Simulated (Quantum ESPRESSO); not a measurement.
Crystal: MoS2.

```
CELL_PARAMETERS angstrom
3.14799 -1.92978 0.00000
3.14799 1.92978 0.00000
-0.00310 0.00000 4.43933
ATOMIC_POSITIONS crystal
Mo 0.00000 0.00000 0.00000
S 0.68790 0.68790 0.28890
S 0.31210 0.31210 0.71110
```

The cell comes from a database or a generator and needn't be the stable form of this composition.

Base run:

```yaml
Program: Quantum ESPRESSO 7.5
Functional: LDA
Potentials_or_basis: GBRV 1.5 LDA
Cutoff: 612 eV
Density_cutoff: 4898 eV
k_mesh: 6 × 6 × 4
Occupations: gaussian, width 0.05 eV
Spin: collinear spin, ferromagnetic start
Starting_moments: "[2.0, 0.0, 0.0] μB"
Hubbard_terms: Mo d U = 8 eV
```

Its results: band gap on the k mesh none (metal or under the smearing width); pressure 3.1 GPa; net moment 2.46 μB per cell; site moments Mo +2.03; S -0.23 μB; largest force 1.319 eV/Å.

The run is repeated on the same cell with these changes: hubbard terms from Mo d U = 8 eV to Mo d U = 3 eV. What comes out?

Band gap on the k mesh none (metal or under the smearing width); pressure -3.7 GPa; net moment 2.10 μB per cell; site moments Mo +1.63; S -0.13 μB; largest force 1.453 eV/Å.

Caveats: forces of over 1 eV/Å show positions far from the minimum, so gaps and moduli don't describe the material at rest.
